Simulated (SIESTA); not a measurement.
## CdS (Greenockite) under changes of volume

One of the cells (25.121 Å³/atom); the others are scaled copies at fixed shape and fractional positions:

```xyz
4
Lattice="4.1500 0.0000 0.0000 -2.0750 3.5940 0.0000 0.0000 0.0000 6.7370" Properties=species:S:1:pos:R:3 pbc="T T T"
Cd    2.0750    1.1980    3.3685
Cd    0.0000    2.3960    0.0000
S     2.0750    1.1980    5.8949
S     0.0000    2.3960    2.5264
```

- Program: SIESTA 5.4.2
- Functional: PBE
- Potentials or basis: SG15 1.2 (PBE files) or PseudoDojo by element
- Basis: DZP (energy shift 0.003 Ry; two zetas on semicore shells)
- Grid cutoff: 800 Ry
- Energy shift: 0.003 Ry
- k mesh: 7 × 7 × 4
- Occupations: fermi-dirac, width 0.05 eV
- Spin: no spin polarisation

| volume (Å³/atom) | energy over the lowest point (meV/atom) | pressure (GPa) | gap on the mesh (eV) | largest force (eV/Å) |
| --- | --- | --- | --- | --- |
| 23.614 | 55.66 | 7.6 | 2.14 | 0.097 |
| 24.116 | 34.88 | 5.7 | 2.11 | 0.089 |
| 24.618 | ? | ? | ? | ? |
| 25.121 | 8.56 | 2.7 | 2.03 | 0.086 |
| 25.623 | 2.29 | 1.3 | 1.99 | 0.087 |
| 26.126 | 0.00 | 0.2 | 1.94 | 0.075 |
| 26.628 | 1.16 | -0.9 | 1.90 | 0.073 |

Question: What does the run at 24.618 Å³/atom give?

Answer: Energy over the lowest point 19.35 meV/atom; pressure 4.2 GPa; gap on the mesh 2.07 eV; largest force 0.080 eV/Å.

Worked out: A Birch-Murnaghan fit of order 3 (a polynomial in V^(-2/3)) to the other rows has its minimum at 26.19 Å³/atom with B0 = V·E''(V) = 59 GPa and B' = 4.1 at fixed shape and positions, which overstates the stiffness. It gives 19.32 meV/atom at 24.618 Å³/atom, against the run's 19.35, and -dE/dV = 4.2 GPa, against 4.2. A straight line through the other rows of the gap, of slope -2.02 eV per unit of ln V (its deformation potential), gives 2.06 eV, against the run's 2.07.

Energies are extrapolated to zero smearing.

Caveats: an odd mesh through Γ misses points on the zone boundary, where band edges often lie; the basis of atomic orbitals isn't converged, which shifts pressures, moduli and gaps. Spin-orbit coupling on Cd is left out.
